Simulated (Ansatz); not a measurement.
# TiSi2 (Fddd) in Ansatz: further runs

Runs on TiSi2. Level: PBE. Tasks: relaxation of cell and atoms.

All numbers are computed with Ansatz 0.2.0; they aren't measurements. Logs are shortened: lines on timing, memory, paths and dates and some standing lists are left out, and cuts for length are marked.

### 1 The structure

The structure is orthorhombic, space group Fddd (No. 70). Conventional cell: a = 4.779 Å, b = 8.235 Å, c = 8.526 Å, α = 90.00°, β = 90.00°, γ = 90.00°. Ti (site symmetry 222) is surrounded by 10 Si at 2.55 to 2.78 Å. Si (site symmetry 2) is surrounded by 5 Si at 2.52 to 2.79 Å and 5 Ti at 2.55 to 2.78 Å.

The cell is a database's computed one.

### 2 Relaxation of cell and atoms, PBE

Contents of input.yaml:

```yaml
crystal:
  lattice:
    - [0.0, 4.1175163063, 4.2628978354]
    - [2.3895119538, 0.0, 4.2628978354]
    - [2.3895119538, 4.1175163063, 0.0]
  atoms:
    - { symbol: Ti, position: [0.75, 0.75, 0.75] }
    - { symbol: Ti, position: [0.5, 0.5, 0.5] }
    - { symbol: Si, position: [0.41256561, 0.08743439, 0.41256561] }
    - { symbol: Si, position: [0.08743439, 0.41256561, 0.08743439] }
    - { symbol: Si, position: [0.16256561, 0.83743439, 0.16256561] }
    - { symbol: Si, position: [0.83743439, 0.16256561, 0.83743439] }
hamiltonian:
  xc: pbe
  pseudopotentials: { kind: paw, source: ansatz }
kpoints:
  mp_grid: { grid: [7, 7, 7] }
scf:
  occupations: { method: fermi_dirac, width: 0.05 }
output:
  forces: true
  stress: true
  eigenvalues: true
relax:
  f_tol: 0.01
  max_steps: 40
  cell: { stress_tol: 0.05 }
```

Potentials or basis: Ansatz PAW earlier set.

On the command line:

```console
$ ansatz run input.yaml --threads 2 --pin off --max-ram 5632MiB --backend cpu --events-out ev --progress --plain --runs-dir out
```

Standard output:

```text
Warning: RAYON_NUM_THREADS=2 ignored (pool sized by the plan → 2); use --threads N
Engine: ansatz 0.2.0, aarch64-unknown-linux-gnu
Pseudopotentials: kind: paw
Pseudopotential: Ti, paw, valence charge 12, recommended cutoff 740 eV (normal), Ti.paw.azcp
Pseudopotential: Si, paw, valence charge 4, recommended cutoff 460 eV (normal), Si.paw.azcp
Functional definition: PBE
  parameter kappa = 0.804
  parameter beta = 0.06672455060314922
  exchange = pbe_x(kappa = kappa, mu = beta*pi^2/3)
  correlation = pbe_c(beta = beta)
Crystal: 6 atoms, lattice volume = 83.884 Å³
Basis set: ecut = 740 eV, 3819 PW (Γ), exchange–correlation on 108×90×90 points (8 copies of the dense FFT grid, shifted against one another)
Bands: 26, of which v1, the nominal top of the filled ones, is band 20 counted from 1 (19 counted from 0)
Symmetry: 8 space group operations
Space group: Fddd (ITA 70), of the structure as read, at distance tolerance 4.4e-5 Å
k-points: 64 of 343
Non-local potential: Ti, projectors of the file, l = 0: 2, l = 1: 2, l = 2: 2, l = 3: 1
Non-local potential: Si, projectors of the file, l = 0: 2, l = 1: 3, l = 2: 1
PAW form: soft (Blöchl's): semilocal exchange-correlation on the pseudo side does not see the compensation charge
PAW one-centre angular grid: Ti, 590 points (default); XC on 64 Gauss nodes
PAW one-centre angular grid: Si, 110 points (default); XC on 64 Gauss nodes
Initial density: superposition of atomic densities (chi_scale 0.1, normalization cell, long waves kept (reshape's long-wave potential 0.00 eV rms))
Initial wavefunctions: pseudopotential atomic-orbital guess
Functional: x = pbe(κ = 0.804, μ = 0.2195149727645171), c = pbe(β = 0.06672455060314922)
SCF iter   1: F=—  HF=-7548.163136 eV  |F-HF|=—  |Δ(HF+E_count)|=         —  Δρ=9.41e-2  dr2=1.03e1  ethr=3.10e-3  ⟨swp⟩=8.1  Hψ=9108  notcnv=0  defer=3
preconditioner: auto → Kerker (q_TF=auto, 2.412 Å⁻¹)  [metal: Δε(μ)=0.017 eV  Ē_g=7.192 eV  σ=0.050 eV  W_gap=0.08  n_scr=16 (ndim 8)  ℏωp=19.9 eV  f_vac=0.000  D(μ)=2.32/eV (n_scr^D=16)]
SCF iter   2: F=—  HF=-7545.875244 eV  |F-HF|=—  |Δ(HF+E_count)|=    2.29e0  Δρ=3.01e-2  dr2=5.28e-1  ethr=3.10e-3  ⟨swp⟩=4.0  Hψ=4454  notcnv=0  defer=44
SCF iter   3: F=—  HF=-7545.807117 eV  |F-HF|=—  |Δ(HF+E_count)|=   6.81e-2  Δρ=1.77e-2  dr2=2.02e-1  ethr=1.32e-3  ⟨swp⟩=2.0  Hψ=1932  notcnv=0  defer=43
SCF iter   4: F=—  HF=-7545.756153 eV  |F-HF|=—  |Δ(HF+E_count)|=   5.10e-2  Δρ=1.44e-3  dr2=1.51e-3  ethr=5.04e-4  ⟨swp⟩=3.0  Hψ=2715  notcnv=0  defer=43
SCF iter   5: F=—  HF=-7545.755764 eV  |F-HF|=—  |Δ(HF+E_count)|=   3.89e-4  Δρ=2.02e-4  dr2=2.72e-5  ethr=3.79e-6  ⟨swp⟩=2.2  Hψ=2500  notcnv=0  defer=43
SCF iter   6: F=—  HF=-7545.755726 eV  |F-HF|=—  |Δ(HF+E_count)|=   3.78e-5  Δρ=5.30e-5  dr2=2.65e-6  ethr=6.81e-8  ⟨swp⟩=2.3  Hψ=2336  notcnv=0  defer=43
SCF iter   7: F=-7545.755726 eV  HF=-7545.755726 eV  |F-HF|=5.55e-8  |Δ(HF+E_count)|=   3.44e-7  Δρ=9.36e-6  dr2=8.25e-8  ethr=2.50e-10  ⟨swp⟩=10.0  Hψ=9959  notcnv=0
SCF 1 converged in 7 iterations: F = -7545.755726 eV  dr2 = 8.25e-8
relax step   1: F+E_penalty+E_count = -7545.75572596 eV  Δ(F+E_penalty+E_count) = +0.000e0 eV  max|allowed force component| = 2.029e-2 eV/Å  Δτ_max = 0.0000 Å  P = +2.086 GPa  Ω = 83.884 Å³  (7 SCF iters, dr2 threshold 1.00e-7 eV, accepted)
Crystal: 6 atoms, lattice volume = 85.004 Å³
Basis set: ecut = 740 eV, 3855 PW (Γ), exchange–correlation on 108×90×90 points (8 copies of the dense FFT grid, shifted against one another)
Initial density: handed on by an earlier stage of this run
Initial wavefunctions: those handed on with the density
iter 1 solved again at ethr=1.92e-6 eV; its pass at ethr=3.10e-3 eV (dr2=7.69e-4 eV) is discarded
SCF iter   1: F=—  HF=-7545.764539 eV  |F-HF|=—  |Δ(HF+E_count)|=         —  Δρ=9.75e-4  dr2=9.67e-4  ethr=1.92e-6  ⟨swp⟩=2.2  Hψ=9285  notcnv=0
preconditioner: auto → Kerker (q_TF=auto, 2.406 Å⁻¹)  [metal: Δε(μ)=0.004 eV  Ē_g=6.320 eV  σ=0.050 eV  W_gap=0.02  n_scr=16 (ndim 8)  ℏωp=19.7 eV  f_vac=0.001  D(μ)=2.40/eV (n_scr^D=16)]
SCF iter   2: F=—  HF=-7545.764344 eV  |F-HF|=—  |Δ(HF+E_count)|=   1.95e-4  Δρ=5.06e-4  dr2=1.90e-4  ethr=1.92e-6  ⟨swp⟩=2.0  Hψ=1986  notcnv=0
SCF iter   3: F=—  HF=-7545.764260 eV  |F-HF|=—  |Δ(HF+E_count)|=   8.41e-5  Δρ=1.68e-4  dr2=2.41e-5  ethr=4.75e-7  ⟨swp⟩=1.1  Hψ=1741  notcnv=0
[... 35 lines left out ...]
Initial wavefunctions: pseudopotential atomic-orbital guess (no wavefunctions were taken with the density)
iter 1 solved again at ethr=5.97e-7 eV; its pass at ethr=3.10e-3 eV (dr2=2.39e-4 eV) is discarded
SCF iter   1: F=—  HF=-7545.764528 eV  |F-HF|=—  |Δ(HF+E_count)|=         —  Δρ=1.65e-5  dr2=4.23e-9  ethr=5.97e-7  ⟨swp⟩=3.0  Hψ=12863  notcnv=0
eigensolver tolerance schedule: the retry pair's looser diagonalisation over-reported the residual by 56408.11 of it (diagonalisation noise at an unbounded share of the residual, at the tolerance the schedule requests for it); recorded, not acted on — ethr = c·dr2/N_el stays at c = 1.0e-1
SCF iter   2: F=—  HF=-7545.764486 eV  |F-HF|=—  |Δ(HF+E_count)|=   4.19e-5  Δρ=8.29e-6  dr2=9.64e-10  ethr=1.06e-11  ⟨swp⟩=4.0  Hψ=4594  notcnv=0
SCF iter   3: F=—  HF=-7545.764486 eV  |F-HF|=—  |Δ(HF+E_count)|=   1.62e-7  Δρ=1.98e-6  dr2=6.25e-11  ethr=2.41e-12  ⟨swp⟩=1.0  Hψ=1664  notcnv=0
iter 4 did not close the SCF: its close was put off for the readings that it lacked (scf_convergence_deferred on its scf_iter line)
SCF iter   4: F=-7545.764486 eV  HF=-7545.764486 eV  |F-HF|=5.46e-12  |Δ(HF+E_count)|=   9.57e-9  Δρ=7.49e-8  dr2=4.61e-12  ethr=1.00e-12  ⟨swp⟩=1.0  Hψ=1664  notcnv=0
iter 5 did not close the SCF: its close was put off for the readings that it lacked (scf_convergence_deferred on its scf_iter line)
SCF iter   5: F=-7545.764486 eV  HF=-7545.764486 eV  |F-HF|=9.09e-13  |Δ(HF+E_count)|=  1.82e-12  Δρ=2.18e-8  dr2=2.57e-13  ethr=1.00e-12  ⟨swp⟩=1.0  Hψ=1664  notcnv=0
iter 6 did not close the SCF: its close was put off for the readings that it lacked (scf_convergence_deferred on its scf_iter line)
SCF iter   6: F=-7545.764486 eV  HF=-7545.764486 eV  |F-HF|=1.82e-12  |Δ(HF+E_count)|=    0.00e0  Δρ=9.98e-9  dr2=1.06e-13  ethr=1.00e-12  ⟨swp⟩=1.0  Hψ=1664  notcnv=0
iter 7 did not close the SCF: its close was put off for the readings that it lacked (scf_convergence_deferred on its scf_iter line)
SCF iter   7: F=-7545.764486 eV  HF=-7545.764486 eV  |F-HF|=1.82e-12  |Δ(HF+E_count)|=  1.82e-12  Δρ=1.62e-9  dr2=1.64e-15  ethr=1.00e-12  ⟨swp⟩=1.0  Hψ=1664  notcnv=0
SCF iter   8: F=-7545.764486 eV  HF=-7545.764486 eV  |F-HF|=0.00e0  |Δ(HF+E_count)|=    0.00e0  Δρ=1.83e-9  dr2=4.14e-15  ethr=1.00e-12  ⟨swp⟩=1.2  Hψ=3640  notcnv=0
SCF 5 converged in 8 iterations: F = -7545.764486 eV  dr2 = 4.14e-15
relax step   5: F+E_penalty+E_count = -7545.76448619 eV  Δ(F+E_penalty+E_count) = -1.621e-5 eV  max|allowed force component| = 1.233e-3 eV/Å  Δτ_max = 0.0000 Å  P = +0.000 GPa  Ω = 85.009 Å³  stress off target by 4.02e-3 GPa  SCF on the basis re-selected at this cell (its energy is not comparable with the rows above)  (8 SCF iters)
basis re-selected at this cell: Δ(F+E_penalty+E_count) = -1.621e-5 eV, ΔP = +0.000 GPa vs the last step (what re-selecting the basis moved, of the pressure what is left beyond the Pulay correction that the steps carried, after the strain that the cell walked since its last selection, with what the two solves' SCF thresholds leave and, on support functions, any second-order correction that the steps lacked; it is no measure of the basis error at this ecutwfc). This SCF's stress stands 4.02e-3 GPa from its target on what of the cell is left free (relax.cell.stress_tol is 5.00e-2 GPa) and its largest allowed force component is 1.23e-3 eV/Å (relax.f_tol is 1.00e-2 eV/Å): within both
SCF converged after 8 iterations
Free energy (F): -7545.764486 eV
Harris-Foulkes:  -7545.764486 eV  (|F-HF|=0.00e0)
Internal energy: -7545.744255 eV  (E = F + TS)
E sigma→0 (E₀):  -7545.754371 eV
Entropy (-TS):   -0.020231 eV (-3.372 meV/atom)
Fermi energy:    12.413581 eV
--- Per-component energies (eV) ---
  E_band       = -222.459676
  E_kinetic    = 1165.554853
  E_local      = -3096.920746  (includes V_loc(G=0)·N_el)
  E_nonlocal   = 728.524310
  E_hartree    = 912.752174
  E_xc         = -590.504955
  E_vxc        = -638.923023  (∫ρ·V_xc dr)
  E_paw        = -4004.459704  (= ΣΔE_a)
  E_vpaw       = -206.199429  (= ΣTr[D̂ρ^β])
  E_aug_tail   = 0.000007  (compensation charges beyond the density's cutoff)
  E_ewald      = -2660.690195
  E_smearing   = -0.020231  (= −TS)
  E_closure    = 0.000000  (closes the sum)
  Σ components = -7545.764486   (vs F -7545.764486, Δ=0.00e0)
--- Forces (eV/Å), atoms counted from 1 ---
  atom   1  Ti     0.00000000    -0.00000000     0.00000000
  atom   2  Ti     0.00000000     0.00000000    -0.00000000
  atom   3  Si     0.00000000     0.00123252     0.00000000
  atom   4  Si     0.00000000    -0.00123252     0.00000000
  atom   5  Si     0.00000000     0.00123252    -0.00000000
  atom   6  Si     0.00000000    -0.00123252    -0.00000000
  max |Σ_I F_I| component: 0.00e0 eV/Å
--- Stress (GPa, compression-positive) ---
        0.003392       0.000000      -0.000000
        0.000000       0.000654       0.000000
       -0.000000       0.000000      -0.004022
  P = ⅓ Tr σ = 0.0000 GPa (0.000 kbar)
--- Band table (eV; the first three rows and the last of 64) ---
  k-point 0: bands = ["-43.8620", "-43.8351", "-20.2397", "-20.2380", "-20.1538", "-20.1393", "-20.1307", "-20.1184", "-0.1033", "5.7186", "6.6918", "7.0614", "7.4330", "8.6649", "8.6802", "9.8923", "10.1576", "10.3584", "10.6380", "11.0819", "11.5138", "14.4502", "15.4807", "15.6706", "15.7987", "15.8295"]
  k-point 1: bands = ["-43.8610", "-43.8360", "-20.2410", "-20.2351", "-20.1597", "-20.1394", "-20.1292", "-20.1183", "0.1082", "5.4525", "5.8724", "6.9256", "7.7809", "8.5904", "9.1126", "9.6764", "10.2581", "10.3747", "11.1545", "11.2465", "11.4971", "14.2489", "15.3135", "15.3797", "15.5620", "15.7036"]
  k-point 2: bands = ["-43.8583", "-43.8386", "-20.2453", "-20.2260", "-20.1746", "-20.1381", "-20.1271", "-20.1177", "0.7154", "4.5492", "5.0466", "6.7651", "7.5950", "8.3191", "9.3736", "9.8677", "10.6719", "11.1056", "11.3418", "11.6760", "12.2669", "13.7358", "14.8885", "14.9835", "15.1812", "15.2198"]
  k-point 63: bands = ["-43.8491", "-43.8478", "-20.2200", "-20.2134", "-20.1831", "-20.1739", "-20.1222", "-20.1185", "1.9204", "1.9541", "5.8996", "6.8924", "7.8453", "9.1695", "9.3798", "9.8631", "10.7537", "10.9700", "11.4091", "11.4464", "13.2950", "13.3645", "14.4487", "14.9921", "15.3741", "15.5422"]
--- Relaxed structure (4 steps of the walk, 4 accepted, 1 SCFs on fresh bases) ---
  F+E_penalty+E_count = -7545.76448619 eV   max|allowed force component| = 1.233e-3 eV/Å   (the final SCF, on the basis selected at the relaxed cell)
  cell:  # Å, volume = 85.0089 Å³
    - [-2.7962682768399542e-18, 4.1238581482410295, 4.289015811291435]
    - [2.403107843243748, -4.001653694306102e-33, 4.289015811291435]
    - [2.403107843243748, 4.1238581482410295, -1.567411824429494e-18]
  atoms:
    - { symbol: Ti, position: [0.7499999999999999, 0.7500000000000001, 0.75] }
    - { symbol: Ti, position: [0.49999999999999994, 0.49999999999999994, 0.5] }
    - { symbol: Si, position: [0.41277536920887237, 0.08722463079112755, 0.4127753692088725] }
    - { symbol: Si, position: [0.0872246307911275, 0.4127753692088725, 0.08722463079112766] }
    - { symbol: Si, position: [0.1627753692088723, 0.8372246307911275, 0.16277536920887242] }
    - { symbol: Si, position: [0.8372246307911275, 0.16277536920887242, 0.8372246307911275] }
```

Wall time 58 s (2 threads of Arm Neoverse V1, shared host); peak memory 0.61 GiB.

Results:

```yaml
Free_energy: -7545.7645 eV
Relaxed_volume: 14.17 Å³/atom
Relaxed_cell: a = 5.950 Å, b = 4.916 Å, c = 4.773 Å, α = 75.75°, β = 53.21°, γ = 51.03°
Space_group_after_relaxing_to_0.05_Å: Fddd (No. 70)
Energy_gained_by_relaxing: 1.5 meV/atom
Ionic_steps: 5
Pressure_after_relaxing: 0.0 GPa
Band_gap_on_the_k_mesh: none (metal or under the smearing width)
```

Step by step:
```
step  energy change (eV)  largest force (eV/Å)  volume (Å³)
   1              0.0000                0.0203        83.88
   2             -0.0085                0.0092        85.00
   3             -0.0087                0.0002        85.04
   4             -0.0087                0.0012        85.01
   5             -0.0088                0.0012        85.01
```

Final structure:
```yaml
crystal:
  lattice:
    - [0.00000, 4.12386, 4.28902]
    - [2.40311, 0.00000, 4.28902]
    - [2.40311, 4.12386, 0.00000]
  atoms:
    - { symbol: Ti, position: [0.75000, 0.75000, 0.75000] }
    - { symbol: Ti, position: [0.50000, 0.50000, 0.50000] }
    - { symbol: Si, position: [0.41278, 0.08722, 0.41278] }
    - { symbol: Si, position: [0.08722, 0.41278, 0.08722] }
    - { symbol: Si, position: [0.16278, 0.83722, 0.16278] }
    - { symbol: Si, position: [0.83722, 0.16278, 0.83722] }
```

Caveat: the plane-wave basis is chosen anew once the cell has moved, so the energies of steps on either side of that aren't comparable.

### 3 Relaxation of cell and atoms, PBE

input.yaml, as its differences from that of step 2:

```diff
@@ -14,3 +14,3 @@
   xc: pbe
-  pseudopotentials: { kind: paw, source: ansatz }
+  pseudopotentials: { kind: nc }
 kpoints:
@@ -23,2 +23,6 @@
   eigenvalues: true
+  write_density: true
+  write_potential: true
+  elf: true
+  volumetric_format: npy
 relax:
```

Potentials or basis: Ansatz NC.

On the command line:

```console
$ ansatz run input.yaml --threads 2 --pin off --max-ram 5632MiB --backend cpu --events-out ev --progress --plain --runs-dir out
```

Run time: 2 min. Hardware: 2 threads of Arm Neoverse V1, shared host; peak memory 0.84 GiB.

Results (log left out):

```yaml
Free_energy: -3700.5038 eV
Relaxed_volume: 14.16 Å³/atom
Relaxed_cell: a = 5.950 Å, b = 4.917 Å, c = 4.772 Å, α = 75.75°, β = 53.22°, γ = 51.02°
Space_group_after_relaxing_to_0.05_Å: Fddd (No. 70)
Energy_gained_by_relaxing: 1.4 meV/atom
Ionic_steps: 5
Pressure_after_relaxing: 0.0 GPa
Band_gap_on_the_k_mesh: none (metal or under the smearing width)
```

Step by step:
| step | energy change (eV) | largest force (eV/Å) | volume (Å³) |
| --- | --- | --- | --- |
| 1 | 0.0000 | 0.0174 | 83.88 |
| 2 | -0.0083 | 0.0070 | 84.98 |
| 3 | -0.0085 | 0.0011 | 85.02 |
| 4 | -0.0086 | 0.0004 | 84.99 |
| 5 | -0.0086 | 0.0004 | 84.99 |

Final structure:
```xyz
6
Lattice="0.0000 4.1230 4.2894 2.4028 0.0000 4.2894 2.4028 4.1230 0.0000" Properties=species:S:1:pos:R:3 pbc="T T T"
Ti    3.6042    6.1846    6.4341
Ti    2.4028    4.1230    4.2894
Si    1.2014    3.4034    2.1447
Si    1.2014    0.7196    2.1447
Si    2.4028    1.3419    4.2894
Si    2.4028    6.9042    4.2894
```

Levels at points of the mesh, in eV from the Fermi level:
```
           k point  band 18  band 19  band 20  band 21  band 22  band 23
(0.00, 0.00, 0.00)    -2.06    -1.78    -1.33    -0.90     2.04     3.07
```

Caveat: the plane-wave basis is chosen anew once the cell has moved, so the energies of steps on either side of that aren't comparable.
